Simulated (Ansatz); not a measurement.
Consider the ligand exchange at a Ge–C bond: `O=C(O)[CH2][GeH3]` + `N=CBO` → `OB/C=[N]/[GeH3]` + `CC(=O)O`.

Program: Ansatz. Geometries: PBE0-D4/def2-TZVP. ΔE: electronic, gas phase. CBS: MP2 limit from def2 TZ/QZ plus the TZ coupled-cluster correction, frozen cores. Functionals use def2-TZVPP. B3LYP here is the variant with VWN-RPA as its local correlation; programs differ in this. For Ge outer-core shells are correlated without core-valence functions, which leaves a few kJ/mol of doubt a bond. Scalar relativity is left out up to krypton. One conformer a species, not always the lowest.

`O=C(O)[CH2][GeH3]`:

Cartesian coordinates in Å:
```
O -1.231 -1.839 -0.101
C -0.271 -1.237 0.300
O 0.132 -1.301 1.586
C 0.579 -0.324 -0.506
Ge -0.097 1.533 -0.418
H -0.493 -1.886 2.036
H 1.607 -0.318 -0.142
H 0.547 -0.636 -1.548
H -0.042 2.031 1.033
H -1.539 1.572 -0.938
H 0.808 2.403 -1.303
```

`N=CBO`:

Cartesian coordinates in Å:
```
N -0.030 -0.741 1.131
C 0.587 -0.447 0.058
B -0.116 0.655 -0.851
O -1.273 1.144 -0.387
H 0.448 -1.449 1.689
H 1.538 -0.924 -0.211
H 0.318 1.054 -1.891
H -1.470 0.708 0.462
```

`OB/C=[N]/[GeH3]`:

Cartesian coordinates in Å:
```
O 1.590 -1.439 -1.980
B 1.180 -0.249 -1.488
C 0.204 -0.288 -0.253
N -0.215 0.800 0.255
Ge -1.371 0.752 1.719
H 2.183 -1.361 -2.731
H 1.540 0.789 -1.967
H -0.095 -1.278 0.146
H -1.665 -0.711 2.120
H -0.689 1.507 2.869
H -2.662 1.476 1.311
```

`CC(=O)O`:

Cartesian coordinates in Å:
```
C 0.405 0.733 0.471
C -0.414 -0.409 -0.042
O -1.383 -0.876 0.490
O 0.065 -0.878 -1.209
H 1.438 0.411 0.612
H 0.413 1.540 -0.263
H -0.010 1.085 1.412
H -0.514 -1.607 -1.471
```

Task: Is it downhill or uphill in electronic energy at CCSD(T)/CBS, and by how much? (An estimate is asked.)

Result: Computed: Uphill: ΔE = +4.4 kJ/mol.

Task: What do these levels give: B3LYP-D4, B2PLYP, MP2/def2-TZVPP, MP2/def2-QZVPP, HF/CBS(def2), CCSD/CBS(def2)? (Best estimate.)

Result: Computed: B3LYP-D4 -1.8, B2PLYP -2.9, MP2/def2-TZVPP 3.2, MP2/def2-QZVPP 3.3, HF/CBS(def2) -13.0, CCSD/CBS(def2) 3.3 kJ/mol.

Largest T1 diagnostic among the species: 0.015.

In def2-TZVPP, CCSD(T) changes the Hartree–Fock value by +15.6 kJ/mol (the triples alone add +1.1 kJ/mol) and MP2 by +15.1 kJ/mol. The D4 term adds +3.1 kJ/mol with B3LYP and +1.6 kJ/mol with PBE0; it sums over pairs of atoms, weighted by their polarisabilities, and B3LYP, whose exchange is more repulsive, gets the larger term.
